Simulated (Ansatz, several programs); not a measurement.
An ordered 8-atom cell of Ga₂AsP on the zincblende lattice (P-4m2), relaxed with PBE in Ansatz (plane waves, PAW): space group P-4m2 (No. 115), tetragonal; conventional cell a = 3.979 Å, c = 11.232 Å, 22.23 Å³ an atom. Around P lie 4 Ga at 2.40–2.41 Å; around Ga lie 4 P at 2.41 Å; around Ga lie 2 P at 2.40 Å and 2 As at 2.47 Å; around As lie 4 Ga at 2.47 Å; around Ga lie 4 As at 2.47 Å. The cell was then scaled with its shape and fractional coordinates held, which makes it stiffer than a relaxed compression. Simulation only: spin-unpolarised, and no claim that this is the phase found in nature.

```tsv
V (Å³/atom)	E (meV/atom)
20.895	19.30
22.229	0.00
22.895	4.05
23.562	15.35
```

**Question.** Pass a cubic E = c₀ + c₁u + c₂u² + c₃u³, with u = V − 22.395 Å³, through these points.

**Answer.** c₀ = 0.26, c₁ = +3.115, c₂ = 9.344, c₃ = -0.7975 (meV and Å³).

**Question.** Where is the minimum, and what bulk modulus follows?

**Answer.** dE/du = 0 at u = -0.163, so V₀ = 22.23 Å³. B = V₀ d²E/dV² = 22.23 × (2c₂ + 6c₃u) = 22.23 × 19.470 = 433 meV/Å³, and 1 meV/Å³ is 0.16022 GPa: 69 GPa. A third-order Birch-Murnaghan fit to all five points gives 22.23 Å³ and 69 GPa.

**Question.** Predict the energy and the pressure at the withheld volume, 21.562 Å³.

**Answer.** With u = -0.833: E ≈ 4.61 meV and P = −dE/dV ≈ +2.26 GPa. The run gives 4.56 meV and, from its stress, +2.25 GPa.
